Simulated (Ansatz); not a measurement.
# Ga2O3: levels of theory, part 1 of 2

Aim: for Ga2O3, compare levels of theory; the runs are single point and dielectric response.

Program: Ansatz 0.2.0. Level of theory: DFT LDA, scalar-relativistic, plane waves, PAW, and further levels as typed in the inputs. These are calculated values, not measurements.

### 1 Starting point

It takes space group C2/m (No. 12, monoclinic). The conventional cell has a = 12.214 Å, b = 3.037 Å, c = 5.798 Å, α = 90.00°, β = 103.83°, γ = 90.00°. Ga (site symmetry m) has 4 O at 1.83 to 1.86 Å as nearest neighbours. Ga (site symmetry m) is surrounded by 6 O at 1.94 to 2.07 Å. O (site symmetry m) is surrounded by 3 Ga at 1.83 to 1.94 Å. Around O (site symmetry m) lie 4 Ga at 1.86 to 2.07 Å.

Coordinates:

```
Ga O
1.0
     6.10700   -1.51855    0.00000
     6.10700    1.51855    0.00000
    -1.38599    0.00000    5.63001
Ga O
4 6
Direct
  0.09050 0.09050 0.79460
  0.90950 0.90950 0.20540
  0.65866 0.65866 0.31402
  0.34134 0.34134 0.68598
  0.16450 0.16450 0.10980
  0.83550 0.83550 0.89020
  0.17330 0.17330 0.56320
  0.82670 0.82670 0.43680
  0.49590 0.49590 0.25660
  0.50410 0.50410 0.74340
```

The structure rests on an entry of the Crystallography Open Database; cell or positions may have been set otherwise for this series.

### 2 Single point: Ga2O3, no spin

input.yaml

```yaml
crystal:
  lattice:
    - [6.107, -1.51855, 0.0]
    - [6.107, 1.51855, 0.0]
    - [-1.3859888959, 0.0, 5.630008738]
  atoms:
    - { symbol: Ga, position: [0.0905, 0.0905, 0.7946] }
    - { symbol: Ga, position: [0.9095, 0.9095, 0.2054] }
    - { symbol: Ga, position: [0.65866, 0.65866, 0.31402] }
    - { symbol: Ga, position: [0.34134, 0.34134, 0.68598] }
    - { symbol: O, position: [0.1645, 0.1645, 0.1098] }
    - { symbol: O, position: [0.8355, 0.8355, 0.8902] }
    - { symbol: O, position: [0.1733, 0.1733, 0.5632] }
    - { symbol: O, position: [0.8267, 0.8267, 0.4368] }
    - { symbol: O, position: [0.4959, 0.4959, 0.2566] }
    - { symbol: O, position: [0.5041, 0.5041, 0.7434] }
scf:
  occupations: { method: fixed }
output:
  forces: false
  stress: false
  eigenvalues: true
  eigenstates:
    kpoints:
      - [0, 0, 0]
      - [0.038878, 0.038878, -0.008823]
      - [0.077757, 0.077757, -0.017647]
      - [-0.009667, 0.009667, 0.0]
      - [-0.019335, 0.019335, 0.0]
      - [-0.009294, -0.009294, 0.036912]
      - [-0.018587, -0.018587, 0.073824]
      - [0.0, 0.0, 0.035842]
      - [0.0, 0.0, 0.071683]
      - [0.5, 0.5, 0.5]
      - [0.5, 0.5, 0]
      - [0, 0, 0.5]
      - [0.5, 0, 0]
      - [0.5, 0, 0.5]
    e_range: [-4.5, 9]
  write_density: true
  write_potential: true
  elf: true
  volumetric_format: npy
kpoints:
  mp_grid: { grid: [6, 6, 5] }
hamiltonian:
  xc: lda
```

Launch:

```bash
> ansatz run input.yaml --threads 4 --pin off --max-ram 16384MiB --backend cpu --events-out ev --progress --plain --runs-dir out
```

The log of the run:

```text
Warning: RAYON_NUM_THREADS=4 ignored (pool sized by the plan → 4); use --threads N
basis.fft_grid_basis auto: the FFT boxes are laid along the combinations [[1, -1, 0], [0, 1, 0], [0, 0, 1]] of the cell's own vectors, 3.037, 6.293 and 5.798 Å long. The dense box has 24×45×40 points. Along the cell's own vectors, as sized, it would have 45×45×40, 1.88 times as many. Of the 4 symmetry operations that the crystal satisfies within crystal.symmetry.tolerance (time reversal apart; of a slab, those that keep its plane) the dense box along the cell's own vectors carries 4, and the one as laid loses 2 of those. basis.fft_grid_basis: typed keeps the cell's own vectors: state it where this run's energies or levels are differenced outside the engine with another run's, or held beside a run that keeps those vectors. Those combinations have planes normal to reciprocal vector 3, as the cell's own vectors have. Each planar average written beside output.write_density, output.write_potential has a row for each plane of the box: 40. The volumetric files lie along those combinations, not along the cell's own vectors: a cube or XSF file states them, and fields.json those of NumPy files.
Engine: ansatz 0.2.0, x86_64-unknown-linux-gnu
Pseudopotentials: kind: paw
Pseudopotential: Ga, paw, valence charge 13, recommended cutoff 420 eV (normal), Ga.paw.azcp
Pseudopotential: O, paw, valence charge 6, recommended cutoff 420 eV (normal), O.paw.azcp
Functional definition: SPW92
  exchange = slater_x
  correlation = pw_c
Crystal: 10 atoms, lattice volume = 104.423 Å³
Basis set: ecut = 420 eV, 2037 PW (Γ), FFT grids on a1−a2, a2, a3
Bands: 54, of which v1, the nominal top of the filled ones, is band 44 counted from 1 (43 counted from 0)
Symmetry: 4 space group operations
Space group: C2/m (ITA 12), of the structure as read, at distance tolerance 4.7e-5 Å
k-points: 55 of 180
Non-local potential: Ga, projectors of the file, l = 0: 2, l = 1: 2, l = 2: 3, l = 3: 1
Non-local potential: O, projectors of the file, l = 0: 2, l = 1: 2, l = 2: 1
PAW form: soft (Blöchl's): semilocal exchange-correlation on the pseudo side does not see the compensation charge
PAW frozen core: Ga, regenerated for the run's functional, and the local potential with it (the file was generated under x = pbe(κ = 0.804, μ = 0.2195149727645171), c = pbe(β = 0.06672455060314922))
PAW frozen core: O, regenerated for the run's functional, and the local potential with it (the file was generated under x = pbe(κ = 0.804, μ = 0.2195149727645171), c = pbe(β = 0.06672455060314922))
PAW one-centre angular grid: Ga, 590 points (default); XC on 64 Gauss nodes
PAW one-centre angular grid: O, 110 points (default); XC on 64 Gauss nodes
Initial density: superposition of atomic densities (neutral atoms: chi_scale 0, normalization atom), corrected by the library's trained network
Initial wavefunctions: pseudopotential atomic-orbital guess
Functional: x = slater, c = lda
SCF iter   1: F=—  HF=-18163.969225 eV  |F-HF|=—  |Δ(HF+E_count)|=         —  Δρ=1.91e-2  dr2=3.17e-1  ethr=1.77e-3  ⟨swp⟩=4.9  Hψ=9409  notcnv=0  defer=438
preconditioner: auto → Resta (q_TF=auto, 2.652 Å⁻¹)  ε∞=4.8  [insulator: Δε(μ)=2.165 eV  Ē_g=17.599 eV  n_scr=34 (ndim 8)  ℏωp=34.1 eV  f_vac=0.014  ε∞_Penn≈4.8]
SCF iter   2: F=—  HF=-18163.877560 eV  |F-HF|=—  |Δ(HF+E_count)|=   9.17e-2  Δρ=4.14e-3  dr2=7.49e-3  ethr=3.60e-4  ⟨swp⟩=2.0  Hψ=4289  notcnv=0  defer=440
SCF iter   3: F=—  HF=-18163.875648 eV  |F-HF|=—  |Δ(HF+E_count)|=   1.91e-3  Δρ=2.02e-3  dr2=2.28e-3  ethr=8.51e-6  ⟨swp⟩=2.4  Hψ=4192  notcnv=0  defer=440
SCF iter   4: F=—  HF=-18163.875090 eV  |F-HF|=—  |Δ(HF+E_count)|=   5.58e-4  Δρ=5.40e-4  dr2=2.07e-4  ethr=2.59e-6  ⟨swp⟩=2.5  Hψ=4751  notcnv=0  defer=440
SCF iter   5: F=—  HF=-18163.874965 eV  |F-HF|=—  |Δ(HF+E_count)|=   1.25e-4  Δρ=1.43e-4  dr2=1.50e-5  ethr=2.36e-7  ⟨swp⟩=2.0  Hψ=4952  notcnv=0  defer=236
SCF iter   6: F=—  HF=-18163.874969 eV  |F-HF|=—  |Δ(HF+E_count)|=   3.82e-6  Δρ=2.41e-5  dr2=4.93e-7  ethr=1.70e-8  ⟨swp⟩=2.7  Hψ=5187  notcnv=0  defer=226
SCF iter   7: F=—  HF=-18163.874969 eV  |F-HF|=—  |Δ(HF+E_count)|=   7.21e-9  Δρ=1.23e-5  dr2=1.31e-7  ethr=1.14e-10  ⟨swp⟩=9.8  Hψ=11561  notcnv=0
SCF iter   8: F=-18163.874969 eV  HF=-18163.874969 eV  |F-HF|=4.71e-9  |Δ(HF+E_count)|=   4.06e-8  Δρ=3.83e-6  dr2=1.14e-8  ethr=1.14e-10  ⟨swp⟩=3.0  Hψ=7534  notcnv=0
SCF 1 converged in 8 iterations: F = -18163.874969 eV  dr2 = 1.14e-8
NSCF: frozen V_eff on 14 k-points
SCF converged after 8 iterations
Free energy (F): -18163.874969 eV
Harris-Foulkes:  -18163.874969 eV  (|F-HF|=4.71e-9)
Internal energy: -18163.874969 eV  (E = F + TS)
E sigma→0 (E₀):  -18163.874969 eV
Fermi energy:    7.813908 eV
--- Per-component energies (eV) ---
  E_band       = -126.250609
  E_kinetic    = 1514.321076
  E_local      = -9096.364457  (includes V_loc(G=0)·N_el)
  E_nonlocal   = 2039.699187
  E_hartree    = 4071.296128
  E_xc         = -703.741784
  E_vxc        = -786.889552  (∫ρ·V_xc dr)
  E_paw        = -8571.821501  (= ΣΔE_a)
  E_vpaw       = -1939.625233  (= ΣTr[D̂ρ^β])
  E_aug_tail   = 0.014523  (compensation charges beyond the density's cutoff)
  E_ewald      = -7424.773589
  E_core_change = 7.495449  (= ΣΔE_core)
  E_smearing   = -0.000000  (= −TS)
  E_closure    = -0.000000  (closes the sum)
  Σ components = -18163.874969   (vs F -18163.874969, Δ=0.00e0)
--- Band table (eV; the first three rows and the last of 55) ---
  k-point 0: bands = ["-10.9140", "-9.7137", "-9.6801", "-9.5676", "-9.0618", "-9.0597", "-5.2017", "-5.1756", "-5.1699", "-5.1148", "-4.9857", "-4.9738", "-4.9730", "-4.9574", "-4.9005", "-4.7754", "-4.7661", "-4.7649", "-4.7187", "-4.7087", "-4.6897", "-4.6755", "-4.6322", "-4.5234", "-4.3578", "-4.3083", "0.7052", "1.8094", "3.0261", "3.5840", "4.2417", "5.1101", "5.2114", "5.5752", "5.8156", "5.8921", "6.1558", "6.2077", "6.8374", "7.1397", "7.1645", "7.3495", "7.5419", "7.8139", "10.1608", "13.3891", "14.3775", "14.4460", "15.4397", "16.4151", "17.0285", "17.0848", "18.8658", "19.9654"]
  k-point 1: bands = ["-10.8398", "-9.8539", "-9.6920", "-9.4995", "-9.1268", "-9.0142", "-5.1902", "-5.1768", "-5.1709", "-5.1129", "-5.0557", "-4.9939", "-4.9611", "-4.9412", "-4.8907", "-4.7909", "-4.7812", "-4.7614", "-4.7516", "-4.6963", "-4.6882", "-4.6633", "-4.6310", "-4.4924", "-4.4552", "-4.1505", "0.8851", "1.9929", "2.8121", "3.6272", "4.3239", "5.1063", "5.3744", "5.4800", "5.7655", "5.7960", "6.0090", "6.2067", "6.6521", "7.0899", "7.1762", "7.2277", "7.4335", "7.5761", "10.8143", "13.5604", "14.2519", "14.5450", "15.2837", "16.3365", "16.8367", "17.4082", "19.1987", "20.0477"]
  k-point 2: bands = ["-10.6671", "-10.1004", "-9.7046", "-9.4183", "-9.1680", "-9.0150", "-5.1782", "-5.1729", "-5.1652", "-5.1260", "-5.1002", "-5.0561", "-4.9364", "-4.9049", "-4.8922", "-4.8209", "-4.8157", "-4.7714", "-4.7433", "-4.7138", "-4.6861", "-4.6293", "-4.6290", "-4.5214", "-4.4492", "-4.0180", "1.3865", "2.0665", "2.6201", "3.5300", "4.5552", "5.1028", "5.2007", "5.5519", "5.7092", "5.7874", "5.9130", "6.2342", "6.3329", "6.4922", "7.1924", "7.1988", "7.3087", "7.5358", "11.9882", "13.1124", "14.3507", "14.7861", "15.3688", "15.6362", "17.3699", "17.5482", "19.4002", "19.4611"]
  k-point 54: bands = ["-10.4946", "-10.0988", "-9.8596", "-9.4982", "-9.2154", "-8.9624", "-5.1850", "-5.1839", "-5.1796", "-5.1451", "-5.1124", "-5.0838", "-4.9719", "-4.9313", "-4.9068", "-4.9022", "-4.8197", "-4.8147", "-4.7593", "-4.7464", "-4.6835", "-4.6676", "-4.6271", "-4.5868", "-4.0742", "-3.7962", "1.7725", "2.1599", "2.7900", "3.2466", "4.1382", "4.6000", "4.9534", "4.9924", "5.4692", "5.6632", "5.9699", "6.5524", "6.9049", "7.1166", "7.1498", "7.2112", "7.2429", "7.8094", "12.7347", "13.2029", "13.8360", "14.2199", "14.6026", "15.4745", "17.2770", "17.7606", "19.2373", "19.9113"]
```

Run time: 2.8 s. Hardware: 4 threads of Intel Xeon 6975P-C (Granite Rapids), shared host; peak memory 0.61 GiB.

The maps below are laid out on this run's own conventional cell (a, b, c = 12.214, 3.037, 5.798 Å).

Density in a lattice plane of the grid's cell (edges 12.21 and 5.80 Å, at 0.000 of the third edge), which holds Ga and O.

Ten even steps from ' ' (0.03 e/Å³) to '@' (43.66 e/Å³):
```
                                        ..      
    @@::                ..                      
                @@::    ..                      
        ..                                      
        ..                              ..      
                                        ..      
                        ..    ::@@              
                        ..                ::@@  
        ..                                      
                                                
```
Columns run along the first of these edges and rows up along the second, over one cell in 24 and 10 even steps from the bottom left corner. Atoms in the plane (fractional): Ga at (0.09, 0.79), Ga at (0.91, 0.21), Ga at (0.66, 0.31), Ga at (0.34, 0.69), O at (0.16, 0.11), O at (0.84, 0.89), O at (0.17, 0.56), O at (0.83, 0.44), O at (0.50, 0.26), O at (0.50, 0.74).

ELF in the same plane.

Values, 6 rows by 12 columns:
```
0.11 0.03 0.17 0.05 0.18 0.15 0.85 0.50 0.03 0.64 0.64 0.37
0.11 0.18 0.81 0.42 0.05 0.27 0.81 0.29 0.03 0.03 0.07 0.04
0.02 0.41 0.70 0.30 0.13 0.04 0.02 0.04 0.13 0.30 0.70 0.41
0.11 0.04 0.07 0.03 0.03 0.29 0.81 0.27 0.05 0.42 0.81 0.18
0.11 0.37 0.64 0.64 0.03 0.50 0.85 0.15 0.18 0.05 0.17 0.03
0.02 0.43 0.81 0.15 0.03 0.03 0.04 0.03 0.03 0.15 0.81 0.43
```
Columns run along the first of these edges and rows up along the second, over one cell in 12 and 6 even steps from the bottom left corner. Atoms in the plane (fractional): Ga at (0.09, 0.79), Ga at (0.91, 0.21), Ga at (0.66, 0.31), Ga at (0.34, 0.69), O at (0.16, 0.11), O at (0.84, 0.89), O at (0.17, 0.56), O at (0.83, 0.44), O at (0.50, 0.26), O at (0.50, 0.74).

Both are smooth fields of the valence electrons: close to the nuclei they are not physical.

Outside the cores ELF peaks at 0.87 beside O, off the lines to its neighbours, 0.6 Å from O; 0.85 in the shell around O, 0.6 Å from O; 0.85 on the O–Ga line, 0.7 Å from O.

### 3 Single point: PBE

Edit input.yaml of step 2 so:

```diff
@@ -39,6 +39,2 @@
     e_range: [-4.5, 9]
-  write_density: true
-  write_potential: true
-  elf: true
-  volumetric_format: npy
 kpoints:
@@ -46,2 +42,2 @@
 hamiltonian:
-  xc: lda
+  xc: pbe
```

Launch:

```bash
> ansatz run input.yaml --threads 4 --pin off --max-ram 16384MiB --backend cpu --events-out ev --progress --plain --runs-dir out
```

The log of the run (excerpt; [...] marks lines left out):

```text
[...]
NSCF: frozen V_eff on 14 k-points
SCF converged after 7 iterations
Free energy (F): -18539.972006 eV
[...]
E sigma→0 (E₀):  -18539.972006 eV
Fermi energy:    8.203301 eV
[...]
--- Band table (eV; the first three rows and the last of 55) ---
[...]
```

Run time: 2.7 s. Hardware: 4 threads of Intel Xeon 6975P-C (Granite Rapids), shared host; peak memory 0.59 GiB.

### 4 Single point: PBEsol

Edit input.yaml of step 3 so:

```diff
@@ -42,2 +42,2 @@
 hamiltonian:
-  xc: pbe
+  xc: pbesol
```

Launch:

```bash
> ansatz run input.yaml --threads 4 --pin off --max-ram 16384MiB --backend cpu --events-out ev --progress --plain --runs-dir out
```

The log of the run (excerpt; [...] marks lines left out):

```text
[...]
NSCF: frozen V_eff on 14 k-points
SCF converged after 7 iterations
Free energy (F): -18341.815670 eV
[...]
E sigma→0 (E₀):  -18341.815670 eV
Fermi energy:    8.067767 eV
[...]
--- Band table (eV; the first three rows and the last of 55) ---
[...]
```

Run time: 2.7 s. Hardware: 4 threads of Intel Xeon 6975P-C (Granite Rapids), shared host; peak memory 0.61 GiB.

(Continued in part 2 of 2.)
